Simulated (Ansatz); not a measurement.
# WS2 in Ansatz: reference runs

How does WS2 come out in PBEsol? The cell is run as given and disturbed.

All numbers are computed with Ansatz 0.2.0; they aren't measurements. Logs are shortened: lines on timing, memory, paths and dates and some standing lists are left out, and cuts for length are marked.

### Step 1. The structure

The cell holds a slab with vacuum, 3 atoms: a = 3.184 Å, b = 3.184 Å, c = 16.951 Å, α = 90.00°, β = 90.00°, γ = 120.00°.

### Step 2. Single point, PBEsol

input.yaml

```yaml
crystal:
  lattice:
    - [3.1835163552, 0.0, 0.0]
    - [-1.5917581776, 2.7570060369, 0.0]
    - [0.0, 0.0, 16.95057789]
  atoms:
    - { symbol: W, position: [0.0, 0.0, 0.0] }
    - { symbol: S, position: [0.3333333333, 0.6666666667, 0.09200051] }
    - { symbol: S, position: [0.3333333333, 0.6666666667, 0.90799949] }
hamiltonian:
  xc: pbesol
  pseudopotentials: { kind: paw }
kpoints:
  mp_grid: { grid: [10, 10, 2] }
scf:
  occupations: { method: fermi_dirac, width: 0.05 }
output:
  forces: true
  stress: true
  eigenvalues: true
  write_density: true
  write_potential: true
  elf: true
  volumetric_format: npy
```

Potentials or basis: Ansatz PAW.

Run with:

```console
$ ansatz run input.yaml --threads 2 --pin off --max-ram 5632MiB --backend cpu --events-out ev --progress --plain --runs-dir out
```

The log of the run:

```text
Warning: RAYON_NUM_THREADS=2 ignored (pool sized by the plan → 2); use --threads N
Engine: ansatz 0.2.0, x86_64-unknown-linux-gnu
Pseudopotentials: kind: paw
Pseudopotential: W, paw, valence charge 14, recommended cutoff 420 eV (normal), W.paw.azcp
Pseudopotential: S, paw, valence charge 6, recommended cutoff 420 eV (normal), S.paw.azcp
Functional definition: PBEsol
  exchange = pbesol_x
  correlation = pbesol_c
Crystal: 3 atoms, lattice volume = 148.775 Å³
Basis set: ecut = 420 eV, 2937 PW (Γ), exchange–correlation on 48×48×240 points (8 copies of the dense FFT grid, shifted against one another)
Bands: 17, of which v1, the nominal top of the filled ones, is band 13 counted from 1 (12 counted from 0)
Symmetry: 12 space group operations
Space group: P-6m2 (ITA 187), of the structure as read, at distance tolerance 5.3e-5 Å
k-points: 28 of 200 (time reversal used)
Non-local potential: W, projectors of the file, l = 0: 3, l = 1: 2, l = 2: 2, l = 3: 1
Non-local potential: S, projectors of the file, l = 0: 2, l = 1: 2, l = 2: 2
PAW form: soft (Blöchl's): semilocal exchange-correlation on the pseudo side does not see the compensation charge
PAW frozen core: W, regenerated for the run's functional, and the local potential with it (the file was generated under x = pbe(κ = 0.804, μ = 0.2195149727645171), c = pbe(β = 0.06672455060314922))
PAW frozen core: S, regenerated for the run's functional, and the local potential with it (the file was generated under x = pbe(κ = 0.804, μ = 0.2195149727645171), c = pbe(β = 0.06672455060314922))
PAW one-centre angular grid: W, 590 points (default); XC on 64 Gauss nodes
PAW one-centre angular grid: S, 110 points (default); XC on 64 Gauss nodes
Initial density: superposition of atomic densities (neutral atoms: chi_scale 0, normalization atom), corrected by the library's trained network
Initial wavefunctions: pseudopotential atomic-orbital guess
Functional: x = pbesol(κ = 0.804, μ = 0.12345679012345678), c = pbesol(β = 0.046)
SCF iter   1: F=—  HF=-12029.048621 eV  |F-HF|=—  |Δ(HF+E_count)|=         —  Δρ=5.55e-3  dr2=1.07e-1  ethr=1.77e-3  ⟨swp⟩=9.3  Hψ=3463  notcnv=0
preconditioner: auto → none  [insulator: Δε(μ)=1.887 eV  Ē_g=8.663 eV  σ=0.050 eV  W_gap=1.00  n_scr=10 (ndim 8)  ℏωp=12.9 eV  f_vac=0.610  D(μ)=0.00/eV (n_scr^D=0)  ε∞_Penn≈3.2]
SCF iter   2: F=—  HF=-12029.095044 eV  |F-HF|=—  |Δ(HF+E_count)|=   4.64e-2  Δρ=8.03e-3  dr2=3.60e-1  ethr=4.13e-4  ⟨swp⟩=3.1  Hψ=1127  notcnv=0  recentre
SCF iter   3: F=—  HF=-12029.036419 eV  |F-HF|=—  |Δ(HF+E_count)|=   5.86e-2  Δρ=1.97e-3  dr2=3.82e-3  ethr=4.13e-4  ⟨swp⟩=3.0  Hψ=886  notcnv=0
SCF iter   4: F=—  HF=-12029.039815 eV  |F-HF|=—  |Δ(HF+E_count)|=   3.40e-3  Δρ=3.89e-4  dr2=1.14e-4  ethr=1.47e-5  ⟨swp⟩=2.1  Hψ=896  notcnv=0
SCF iter   5: F=—  HF=-12029.039933 eV  |F-HF|=—  |Δ(HF+E_count)|=   1.19e-4  Δρ=1.25e-4  dr2=9.22e-6  ethr=4.39e-7  ⟨swp⟩=2.5  Hψ=885  notcnv=0
SCF iter   6: F=—  HF=-12029.039910 eV  |F-HF|=—  |Δ(HF+E_count)|=   2.29e-5  Δρ=2.29e-5  dr2=1.17e-6  ethr=3.55e-8  ⟨swp⟩=2.2  Hψ=835  notcnv=0
SCF iter   7: F=-12029.039910 eV  HF=-12029.039910 eV  |F-HF|=2.22e-8  |Δ(HF+E_count)|=   2.07e-7  Δρ=4.08e-6  dr2=1.52e-8  ethr=3.85e-10  ⟨swp⟩=11.6  Hψ=4656  notcnv=0
SCF 1 converged in 7 iterations: F = -12029.039910 eV  dr2 = 1.52e-8
WARN: The output density's exchange-correlation potential varies sharply where the density is thin. Do not read a vacuum level from v_tot or v_xc, or from such a field of the output density. On a cell that repeats whose density bears no net charge and no dipole along the vacuum's axis use v_es (v_loc + v_h of the components); under efield.dipole_correction with no amplitude use v_es + v_field, which holds any external_charges[].barrier, or the levels of the report's work_function block, which leave it out; under a non-zero efield.amplitude the vacuum is tilted and has no level; on a cell that repeats and bears such a dipole with no correction it is tilted too, and efield.dipole_correction with no amplitude gives each side of its ramp a level where efield: is served; in a cell that repeats whose density bears a net charge (total_charge, or a fill off its count) it is curved and has none; of a slab under crystal.periodic whose density bears no net charge use v_es, which has a level on each side, short of where the two are joined; of another it falls or rises all the way out and has none; of a slab beside external_charges read slab_vacuum_level instead, which it has where they leave it neutral. The grid or the basis barely resolves most such structure, and the values can differ between equally converged runs; as a rule a tighter scf.convergence.dr2_threshold does not remove it. Where the density itself ripples (under the LDA too) a higher basis.ecutwfc lessens it. The files hold the spikes' plane waves up to the density's cutoff. Files: v_tot_of_output_density and the like, and their columns of v_z.tsv (output.write_potential); v_xc_of_output_density and the like, and their columns of v_comp_z.tsv (output.write_potential_components). Measured: with its Gaussian average of σ = 0.25 Å subtracted twice, the exchange-correlation potential is over 0.1 eV at 4 of the grid points where the equally averaged density (valence and model cores) is under 1e-3 e/Å³, and 0.248 eV at the most among them, at an averaged density of 1.0e-8 e/Å³. See output.write_potential in the manual, Limitations
SCF converged after 7 iterations
Free energy (F): -12029.039910 eV
Harris-Foulkes:  -12029.039910 eV  (|F-HF|=2.22e-8)
Internal energy: -12029.039910 eV  (E = F + TS)
E sigma→0 (E₀):  -12029.039910 eV
Fermi energy:    1.186583 eV
--- Per-component energies (eV) ---
  E_band       = -467.626528
  E_kinetic    = 665.194345
  E_local      = -12408.869688  (includes V_loc(G=0)·N_el)
  E_nonlocal   = 60.230209
  E_hartree    = 5883.553513
  E_xc         = -457.947831
  E_vxc        = -413.966320  (∫ρ·V_xc dr)
  E_paw        = -9604.434992  (= ΣΔE_a)
  E_vpaw       = -137.321351  (= ΣTr[D̂ρ^β])
  E_aug_tail   = -0.000064  (compensation charges beyond the density's cutoff)
  E_ewald      = 3832.888907
  E_core_change = 0.345691  (= ΣΔE_core)
  E_smearing   = -0.000000  (= −TS)
  E_closure    = -0.000000  (closes the sum)
  Σ components = -12029.039910   (vs F -12029.039910, Δ=0.00e0)
--- Forces (eV/Å), atoms counted from 1 ---
  atom   1  W     -0.00000000    -0.00000000     0.00000000
  atom   2  S      0.00000000     0.00000000    -0.12593840
  atom   3  S      0.00000000     0.00000000     0.12593840
  max |Σ_I F_I| component: 2.78e-17 eV/Å
--- Stress (GPa, compression-positive) ---
       -1.409596      -0.000000       0.000000
        0.000000      -1.409596       0.000000
        0.000000       0.000000      -0.423033
  P = ⅓ Tr σ = -1.0807 GPa (-10.807 kbar)
--- Band table (eV; the first three rows and the last of 28) ---
  k-point 0: bands = ["-73.6725", "-37.9549", "-37.7992", "-37.7992", "-14.5394", "-12.8487", "-6.1297", "-2.6764", "-2.6764", "-1.8300", "-1.4207", "-1.4207", "0.2243", "3.1166", "3.1166", "3.3184", "3.3184"]
  k-point 1: bands = ["-73.6725", "-37.9549", "-37.7992", "-37.7992", "-14.5394", "-12.8487", "-6.1297", "-2.6764", "-2.6764", "-1.8300", "-1.4207", "-1.4207", "0.2244", "3.1166", "3.1166", "3.3184", "3.3184"]
  k-point 2: bands = ["-73.6708", "-37.9490", "-37.8321", "-37.8068", "-14.3741", "-12.7897", "-5.9351", "-3.0911", "-2.5142", "-2.4006", "-1.6725", "-1.1351", "0.1287", "2.9434", "2.9870", "3.1706", "3.4202"]
  k-point 27: bands = ["-73.6538", "-38.0656", "-37.9938", "-37.8858", "-12.1324", "-11.9748", "-5.4940", "-5.3214", "-4.0787", "-3.5954", "-3.0804", "-1.9933", "0.0590", "2.2062", "3.6293", "4.1246", "5.6712"]
```

Wall time 2.2 s (2 threads of Intel Xeon 6975P-C (Granite Rapids), shared host); peak memory 0.42 GiB.

Results:

```
Free energy            : -12029.0399 eV
Largest force          : 0.126 eV/Å
Band gap on the k mesh : 1.98 eV, indirect (least direct gap 2.15 eV)
```

Forces in eV/Å, atoms in the order of the input:
```
W    0.000  0.000  0.000
S    0.000  0.000 -0.126
S    0.000  0.000  0.126
```

Levels at points of the mesh, in eV from the valence-band top:
```csv
k point,band 11,band 12,band 13,band 14,band 15,band 16
"(0.00, 0.00, 0.00)",-1.65,-1.65,0.00,2.89,2.89,3.09
"(0.00, 0.00, -0.50)",-1.65,-1.65,0.00,2.89,2.89,3.09
"(0.00, -0.50, 0.00)",-2.07,-1.27,-0.92,2.83,3.30,4.03
"(0.00, -0.50, -0.50)",-2.07,-1.27,-0.92,2.83,3.30,4.03
```

Caveat: spin-orbit coupling is left out, which moves the levels of the heavy elements; the PAW data sets come from PBE, with cores solved anew for the run's functional, which leaves a small shift of forces and pressure.

### Step 3. Single point, PBEsol (atoms moved at random, drawn with an rms of 0.05 Å)

input.yaml

```yaml
crystal:
  lattice:
    - [3.1835163552, 0.0, 0.0]
    - [-1.5917581776, 2.7570060369, 0.0]
    - [0.0, 0.0, 16.95057789]
  atoms:
    - { symbol: W, position: [-0.002252, 0.000959, -0.002354] }
    - { symbol: S, position: [0.339847, 0.659467, 0.092874] }
    - { symbol: S, position: [0.331534, 0.658482, 0.908785] }
hamiltonian:
  xc: pbesol
  pseudopotentials: { kind: paw }
kpoints:
  mp_grid: { grid: [10, 10, 2] }
scf:
  occupations: { method: fermi_dirac, width: 0.05 }
output:
  forces: true
  stress: true
  eigenvalues: true
```

Potentials or basis: Ansatz PAW.

Run with:

```console
$ ansatz run input.yaml --threads 2 --pin off --max-ram 5632MiB --backend cpu --events-out ev --progress --plain --runs-dir out
```

The log of the run:

```text
Warning: RAYON_NUM_THREADS=2 ignored (pool sized by the plan → 2); use --threads N
Engine: ansatz 0.2.0, x86_64-unknown-linux-gnu
Pseudopotentials: kind: paw
Pseudopotential: W, paw, valence charge 14, recommended cutoff 420 eV (normal), W.paw.azcp
Pseudopotential: S, paw, valence charge 6, recommended cutoff 420 eV (normal), S.paw.azcp
Functional definition: PBEsol
  exchange = pbesol_x
  correlation = pbesol_c
Crystal: 3 atoms, lattice volume = 148.775 Å³
Basis set: ecut = 420 eV, 2937 PW (Γ), exchange–correlation on 48×48×240 points (8 copies of the dense FFT grid, shifted against one another)
Bands: 17, of which v1, the nominal top of the filled ones, is band 13 counted from 1 (12 counted from 0)
Symmetry: 1 space group operations
Space group: P1 (ITA 1), of the structure as read, at distance tolerance 5.3e-5 Å
k-points: 104 of 200 (time reversal used)
Non-local potential: W, projectors of the file, l = 0: 3, l = 1: 2, l = 2: 2, l = 3: 1
Non-local potential: S, projectors of the file, l = 0: 2, l = 1: 2, l = 2: 2
PAW form: soft (Blöchl's): semilocal exchange-correlation on the pseudo side does not see the compensation charge
PAW frozen core: W, regenerated for the run's functional, and the local potential with it (the file was generated under x = pbe(κ = 0.804, μ = 0.2195149727645171), c = pbe(β = 0.06672455060314922))
PAW frozen core: S, regenerated for the run's functional, and the local potential with it (the file was generated under x = pbe(κ = 0.804, μ = 0.2195149727645171), c = pbe(β = 0.06672455060314922))
PAW one-centre angular grid: W, 590 points (default); XC on 64 Gauss nodes
PAW one-centre angular grid: S, 110 points (default); XC on 64 Gauss nodes
Initial density: superposition of atomic densities (neutral atoms: chi_scale 0, normalization atom), corrected by the library's trained network
Initial wavefunctions: pseudopotential atomic-orbital guess
Functional: x = pbesol(κ = 0.804, μ = 0.12345679012345678), c = pbesol(β = 0.046)
SCF iter   1: F=—  HF=-12028.986525 eV  |F-HF|=—  |Δ(HF+E_count)|=         —  Δρ=5.53e-3  dr2=1.09e-1  ethr=1.77e-3  ⟨swp⟩=9.3  Hψ=12845  notcnv=0
preconditioner: auto → none  [insulator: Δε(μ)=1.820 eV  Ē_g=8.657 eV  σ=0.050 eV  W_gap=1.00  n_scr=10 (ndim 8)  ℏωp=12.9 eV  f_vac=0.610  D(μ)=0.00/eV (n_scr^D=0)  ε∞_Penn≈3.2]
SCF iter   2: F=—  HF=-12029.039259 eV  |F-HF|=—  |Δ(HF+E_count)|=   5.27e-2  Δρ=8.33e-3  dr2=4.25e-1  ethr=4.21e-4  ⟨swp⟩=3.2  Hψ=4293  notcnv=0  recentre
SCF iter   3: F=—  HF=-12028.974602 eV  |F-HF|=—  |Δ(HF+E_count)|=   6.47e-2  Δρ=2.13e-3  dr2=9.03e-3  ethr=4.21e-4  ⟨swp⟩=3.0  Hψ=3298  notcnv=0
SCF iter   4: F=—  HF=-12028.976614 eV  |F-HF|=—  |Δ(HF+E_count)|=   2.01e-3  Δρ=1.37e-3  dr2=6.53e-3  ethr=3.47e-5  ⟨swp⟩=2.4  Hψ=3302  notcnv=0
SCF iter   5: F=—  HF=-12028.977494 eV  |F-HF|=—  |Δ(HF+E_count)|=   8.80e-4  Δρ=4.32e-4  dr2=9.55e-5  ethr=2.51e-5  ⟨swp⟩=2.0  Hψ=2003  notcnv=0
SCF iter   6: F=—  HF=-12028.977663 eV  |F-HF|=—  |Δ(HF+E_count)|=   1.69e-4  Δρ=1.49e-4  dr2=1.86e-5  ethr=3.67e-7  ⟨swp⟩=2.6  Hψ=3321  notcnv=0
SCF iter   7: F=—  HF=-12028.977679 eV  |F-HF|=—  |Δ(HF+E_count)|=   1.59e-5  Δρ=2.53e-5  dr2=3.47e-6  ethr=7.17e-8  ⟨swp⟩=2.6  Hψ=3342  notcnv=0
SCF iter   8: F=-12028.977678 eV  HF=-12028.977678 eV  |F-HF|=4.19e-8  |Δ(HF+E_count)|=   6.84e-7  Δρ=5.82e-6  dr2=3.59e-8  ethr=3.85e-10  ⟨swp⟩=6.6  Hψ=10995  notcnv=0
SCF 1 converged in 8 iterations: F = -12028.977678 eV  dr2 = 3.59e-8
SCF converged after 8 iterations
Free energy (F): -12028.977678 eV
Harris-Foulkes:  -12028.977678 eV  (|F-HF|=4.19e-8)
Internal energy: -12028.977678 eV  (E = F + TS)
E sigma→0 (E₀):  -12028.977678 eV
Fermi energy:    1.192894 eV
--- Per-component energies (eV) ---
  E_band       = -467.642144
  E_kinetic    = 665.303577
  E_local      = -12406.214506  (includes V_loc(G=0)·N_el)
  E_nonlocal   = 60.262149
  E_hartree    = 5882.158229
  E_xc         = -457.958984
  E_vxc        = -413.979480  (∫ρ·V_xc dr)
  E_paw        = -9604.450546  (= ΣΔE_a)
  E_vpaw       = -137.336775  (= ΣTr[D̂ρ^β])
  E_aug_tail   = -0.000061  (compensation charges beyond the density's cutoff)
  E_ewald      = 3831.576772
  E_core_change = 0.345691  (= ΣΔE_core)
  E_smearing   = -0.000000  (= −TS)
  E_closure    = 0.000000  (closes the sum)
  Σ components = -12028.977678   (vs F -12028.977678, Δ=0.00e0)
--- Forces (eV/Å), atoms counted from 1 ---
  atom   1  W      0.56731544    -0.50849557     1.71879441
  atom   2  S     -0.36856287     0.20429843    -0.93191337
  atom   3  S     -0.19875676     0.30419768    -0.78684987
  max |Σ_I F_I| component: 3.12e-5 eV/Å
--- Stress (GPa, compression-positive) ---
       -1.464157       0.176542      -0.318276
        0.176542      -1.099798      -0.138299
       -0.318276      -0.138299      -0.343676
  P = ⅓ Tr σ = -0.9692 GPa (-9.692 kbar)
--- Band table (eV; the first three rows and the last of 104) ---
  k-point 0: bands = ["-73.6727", "-37.9578", "-37.8053", "-37.7969", "-14.5438", "-12.8452", "-6.1320", "-2.7635", "-2.6914", "-1.8646", "-1.5443", "-1.2016", "0.2636", "2.8397", "3.0910", "3.4490", "3.4816"]
  k-point 1: bands = ["-73.6727", "-37.9578", "-37.8053", "-37.7969", "-14.5438", "-12.8452", "-6.1320", "-2.7635", "-2.6914", "-1.8646", "-1.5443", "-1.2016", "0.2636", "2.8397", "3.0910", "3.4490", "3.4816"]
  k-point 2: bands = ["-73.6711", "-37.9518", "-37.8374", "-37.8055", "-14.3776", "-12.7873", "-5.9356", "-3.1363", "-2.5988", "-2.4196", "-1.5353", "-1.1604", "0.1582", "2.7470", "3.0039", "3.2730", "3.4946"]
  k-point 103: bands = ["-73.6559", "-38.1310", "-37.8961", "-37.8842", "-12.4814", "-12.0322", "-6.2588", "-4.9577", "-4.2440", "-3.3017", "-1.7782", "-1.0481", "-0.6097", "3.0784", "3.4916", "4.1118", "5.0339"]
```

Wall time 5.6 s (2 threads of Intel Xeon 6975P-C (Granite Rapids), shared host); peak memory 0.54 GiB.

What came out:

| Item | Value |
| --- | --- |
| Free energy | -12028.9777 eV |
| Largest force | 1.880 eV/Å |
| Band gap on the k mesh | 1.91 eV, indirect (least direct gap 2.13 eV) |

Forces in eV/Å, atoms in the order of the input:
```
W    0.567 -0.508  1.719
S   -0.369  0.204 -0.932
S   -0.199  0.304 -0.787
```

Caveat: spin-orbit coupling is left out, which moves the levels of the heavy elements; the PAW data sets come from PBE, with cores solved anew for the run's functional, which leaves a small shift of forces and pressure.
